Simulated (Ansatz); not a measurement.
# Ge: energies, forces and stress near the listed structure

Aim: see how energy, forces, stress and gap of Ge answer to further strains and shifts, swapped elements, other functionals. Nothing is relaxed unless a step says so.

Computed with Ansatz 0.2.0 (DFT PBEsol, scalar-relativistic, plane waves, PAW, unless a step's input says otherwise).

1 further run of the same task is left out (set aside as unsound or not needed).

**1. The structure to begin with**

The structure is cubic, space group Fd-3m (No. 227). The conventional cell has a = 5.658 Å, b = 5.658 Å, c = 5.658 Å, α = 90.00°, β = 90.00°, γ = 90.00°. Ge (site symmetry -43m) is surrounded by 4 Ge at 2.45 Å.

Coordinates:

```cif
data_structure
_symmetry_space_group_name_H-M 'P 1'
_symmetry_Int_Tables_number 1
_cell_length_a 4.0005
_cell_length_b 4.0005
_cell_length_c 4.0005
_cell_angle_alpha 60.000
_cell_angle_beta 60.000
_cell_angle_gamma 60.000
_cell_volume 45.27
loop_
_atom_site_label
_atom_site_type_symbol
_atom_site_fract_x
_atom_site_fract_y
_atom_site_fract_z
_atom_site_occupancy
Ge1 Ge 0.50000 0.50000 0.50000 1
Ge2 Ge 0.75000 0.75000 0.75000 1
```

The structure comes from the Crystallography Open Database.

**2. One element swapped, cell strained: Ge → C, first probe**

The change: C takes all sites of Ge, and lengths are scaled by 0.780 as a first guess of the size; strain xx, yy, zz, yz, xz, xy = -0.9, -0.9, -0.9, +0.0, +0.0, +0.0 %.

Contents of input.yaml:

```yaml
crystal:
  lattice:
    - [0.0, 2.1861634109, 2.1861634109]
    - [2.1861634109, 0.0, 2.1861634109]
    - [2.1861634109, 2.1861634109, 0.0]
  atoms:
    - { symbol: C, position: [0.5, 0.5, 0.5] }
    - { symbol: C, position: [0.75, 0.75, 0.75] }
basis:
  ecutwfc: 420
kpoints:
  mp_grid: { grid: [8, 8, 8] }
hamiltonian:
  xc: pbesol
scf:
  occupations: { method: gaussian, width: 0.1 }
output:
  forces: true
  stress: true
  eigenvalues: true
```

Command:

```console
$ ansatz run input.yaml --threads 1 --pin off --max-ram 1331MiB --backend cpu --events-out ev --progress --plain --runs-dir out
```

**3. Substitution of an element, cell strained: Ge → C**

Edit input.yaml of step 2 so:

```diff
@@ -11,3 +11,3 @@
 kpoints:
-  mp_grid: { grid: [8, 8, 8] }
+  mp_grid: { grid: [10, 10, 10] }
 hamiltonian:
@@ -15,3 +15,3 @@
 scf:
-  occupations: { method: gaussian, width: 0.1 }
+  occupations: { method: gaussian, width: 0.02 }
 output:
```

**4. A change within the space group**

Contents of input.yaml:

```yaml
crystal:
  lattice:
    - [0.0, 2.8926153389, 2.8926153389]
    - [2.8926153389, 0.0, 2.8926153389]
    - [2.8926153389, 2.8926153389, 0.0]
  atoms:
    - { symbol: Ge, position: [0.5, 0.5, 0.5] }
    - { symbol: Ge, position: [0.75, 0.75, 0.75] }
basis:
  ecutwfc: 420
kpoints:
  mp_grid: { grid: [14, 14, 14] }
hamiltonian:
  xc: pbesol
scf:
  occupations: { method: gaussian, width: 0.1 }
output:
  forces: true
  stress: true
  eigenvalues: true
```

**5. Functional and cell changed: LDA**

Edit input.yaml of step 4 so:

```diff
@@ -2,5 +2,5 @@
   lattice:
-    - [0.0, 2.8926153389, 2.8926153389]
-    - [2.8926153389, 0.0, 2.8926153389]
-    - [2.8926153389, 2.8926153389, 0.0]
+    - [0.0, 2.7324220938, 2.7324220938]
+    - [2.7324220938, 0.0, 2.7324220938]
+    - [2.7324220938, 2.7324220938, 0.0]
   atoms:
@@ -13,3 +13,3 @@
 hamiltonian:
-  xc: pbesol
+  xc: lda
 scf:
```

**Question.** What will these runs give? Wanted: for each run, case; energy; pressure; largest force.

**Answer**, as computed:

```
step                                               case  energy (meV/atom)  pressure (GPa)  largest force (eV/Å)  gap on the mesh (eV)
   3  substitution of an element, cell strained: Ge → C                n/a           -80.4                  0.00                  2.29
   4                    a change within the space group               +0.0            -3.3                  0.00                  0.00
   5                   functional and cell changed: LDA                n/a             7.5                  0.00                  0.34
```

Energies are counted from step 4, with the smearing taken to zero. Other atoms or functionals have another zero of energy (n/a). A gap of 0.00 means none on the mesh at this level.

**Reading.** 

The gaps are Kohn-Sham values of a semilocal functional, not quasiparticle or optical gaps. Such gaps usually fall short of the measured ones.
